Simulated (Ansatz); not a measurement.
La₂O₃ (P-3m1) from a database structure: an Ansatz output whose functional has been blanked. The geometry is the r2SCAN minimum.

```cif
data_structure
_symmetry_space_group_name_H-M 'P 1'
_symmetry_Int_Tables_number 1
_cell_length_a 3.9351
_cell_length_b 3.9351
_cell_length_c 6.1262
_cell_angle_alpha 90.000
_cell_angle_beta 90.000
_cell_angle_gamma 120.000
_cell_volume 82.16
loop_
_atom_site_label
_atom_site_type_symbol
_atom_site_fract_x
_atom_site_fract_y
_atom_site_fract_z
_atom_site_occupancy
La1 La 0.66667 0.33333 0.75384 1
La2 La 0.33333 0.66667 0.24616 1
O1 O 0.66667 0.33333 0.35389 1
O2 O 0.33333 0.66667 0.64611 1
O3 O 0.00000 0.00000 0.00000 1
```

```
scf.n_extra_bands = 5 over 20 filled bands (N_el = 40.0): the run solves 25 bands
Crystal: 5 atoms, lattice volume = 82.155 Å³
Basis set: ecut = 420 eV, 1641 PW (Γ)
Symmetry: 12 space group operations
Space group: P-3m1 (ITA 164)
k-points: 14 of 72
preconditioner: auto → none  [insulator: Δε(μ)=5.526 eV  ℏωp=24.6 eV]
hybrid outer 1: dexx = +3.514e-2 eV, tail = 1.38e-4 eV
hybrid outer 2: dexx = +4.502e-6 eV, tail = 3.70e-8 eV, Δε = 3.45e-3 eV, ΔF = 2.41e-3 eV/Å
hybrid SCF converged: 2 outer / 14 inner (+3 warm-up)
Free energy (F): -14220.587424 eV
Fermi energy:    8.706249 eV
--- Per-component energies (eV) ---
  E_band       = -74.682255
  E_kinetic    = 915.283733
  E_local      = -1535.331770
  E_nonlocal   = 329.331781
  E_hartree    = 550.164477
  E_xc         = -406.242204
  E_vxc        = -465.735424
  E_exx        = -102.513800
  E_paw        = -11310.369938
  E_vpaw       = -213.537074
  E_ewald      = -2660.496744
  E_core_change = -0.420104
--- Forces (eV/Å), atoms counted from 1 ---
  atom   1  La      0.00000      0.00000    -0.19027
  atom   2  La      0.00000      0.00000      0.19027
  atom   3  O       0.00000      0.00000    -0.02467
  atom   4  O       0.00000      0.00000      0.02467
  atom   5  O       0.00000      0.00000      0.00000
--- Stress (GPa, compression-positive) ---
       -1.482222       0.000000       0.000000
        0.000000      -1.482222       0.000000
        0.000000       0.000000      -0.603940
  P = ⅓ Tr σ = -1.1895 GPa (-11.895 kbar)
--- Band table (eV; the first three rows and the last of 14) ---
  k-point 0: bands = […, 6.3265, 6.4791, 6.9165, 8.3157, 8.3157, 8.6103, 14.7661, 14.9351, 14.9351, 15.4015, …]
  k-point 1: bands = […, 6.6685, 6.6685, 7.6729, 7.8690, 8.4098, 8.4098, 15.3302, 15.3302, 15.6333, 15.7175, …]
  k-point 2: bands = […, 6.5699, 6.5931, 7.5202, 7.9428, 8.2984, 8.5099, 14.7633, 15.1550, 15.2495, 15.6523, …]
  k-point 13: bands = […, 7.2368, 7.2368, 8.0711, 8.4006, 8.4006, 8.4725, 14.5801, 15.3350, 15.9550, 15.9550, …]
```

bands.tsv, columns around the gap (it counts bands from 0):
```tsv
# k_distance	band_15	band_16	band_17	band_18	band_19	band_20	band_21	band_22	band_23
# fermi_ev = 8.706249
# [0, 0, 0] at k_distance = 0.000000
# [0.5, 0, 0] at k_distance = 0.921856
# [0.3333333333, 0.3333333333, 0] at k_distance = 1.454091
# [0, 0, 0.5] at k_distance = 2.635643
# [0.5, 0, 0.5] at k_distance = 3.557500
# [0.3333333333, 0.3333333333, 0.5] at k_distance = 4.089734
# [0, 0.5, 0.5] at k_distance = 4.621968
# [0, 0.5, 0] at k_distance = 5.134778
# levels_relative_to = fermi_ev
0.000	-2.227	-1.790	-0.391	-0.391	-0.096	6.060	6.229	6.229	6.695
0.922	-0.837	-0.767	-0.702	-0.459	-0.319	5.375	6.897	7.146	7.717
1.454	-1.383	-0.890	-0.878	-0.878	-0.126	5.288	6.655	6.655	7.783
2.636	-2.038	-1.033	-0.837	-0.296	-0.296	6.624	6.624	6.927	7.011
3.558	-1.063	-1.032	-0.786	-0.393	0.000	6.227	6.429	7.758	7.843
4.090	-1.469	-0.635	-0.306	-0.306	-0.234	5.874	6.629	7.249	7.249
4.622	-1.063	-1.032	-0.786	-0.393	0.000	6.227	6.429	7.758	7.843
5.135	-0.837	-0.767	-0.702	-0.459	-0.319	5.375	6.897	7.146	7.717
```
In order the rows are Γ, M, K, A, L, H, L, M.

Task: Which level of theory was used?
A. LC-ωPBE
B. HSE06
C. DDH-PBE0
D. r2SCAN0

Result: B. HSE06. The exchange loop and the term E_exx show exact exchange. HSE06 gives an indirect gap of 5.29 eV, from L to K; the least direct gap is 5.41 eV at K. Among hybrids the size of the gap and of E_exx follows the share and range of exact exchange. The stress of a hybrid is loosely converged here. The log narrows the family; the member has to be judged from the numbers.

Command: `ansatz run input.yaml --threads 4 --pin off --max-ram 6451MiB --backend cpu --events-out ev --progress --plain --runs-dir out`. It took 65 s on 4 threads of Arm Neoverse V1, with other jobs on the host, load about 0.5 per core; peak host memory 1.4 GiB.

(Simulation; spin polarisation is off.)

Spin-orbit coupling is left out.

The meshes of the hybrids are coarse, so their gaps aren't converged to the digits shown.
